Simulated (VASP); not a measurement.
Runs of VASP 6.6.1 on Mg2Si. Symmetry: Fm-3m, No. 225, cubic system. The conventional cell has a = 6.359 Å, b = 6.359 Å, c = 6.359 Å, α = 90.00°, β = 90.00°, γ = 90.00°. Si (site symmetry m-3m) is surrounded by 8 Mg at 2.75 Å. Around Mg (site symmetry -43m) lie 4 Si at 2.75 Å. The cell was built by a generator and needn't be a form met in nature.

```csv
task,level,k mesh,grid for exact exchange (PRECFOCK),screening parameter,exchange at q = 0,gap on the mesh (eV),pressure (GPa)
electrostatic potential,HSE06,6 × 6 × 6,Fast,0.2 1/A,-,0.59,-0.8
electrostatic potential,r2SCAN,8 × 8 × 8,-,-,-,0.46,-0.9
band structure,r2SCAN,8 × 8 × 8,-,-,-,0.46,-0.9
band structure,PBE0,6 × 6 × 6,Fast,-,truncated,(a),-1.0
electrostatic potential,PBE0,6 × 6 × 6,Fast,-,default,1.20,-1.0
band structure,HSE06,6 × 6 × 6,Fast,0.2 1/A,-,0.59,-0.8
```

Alike in all rows: potentials or basis VASP PAW PBE potentials, release 64 (Si, Mg); no spin polarisation; cell as given; cutoff (eV) 520; smearing gaussian 0.02 eV.

Q: Estimate the missing entries.

A: (a) 1.18.

Caveats: the PAW data sets were made with another functional, which shifts forces and pressure a little.

A k mesh can miss the band edges.

Runs at the PBE level aren't shown here.
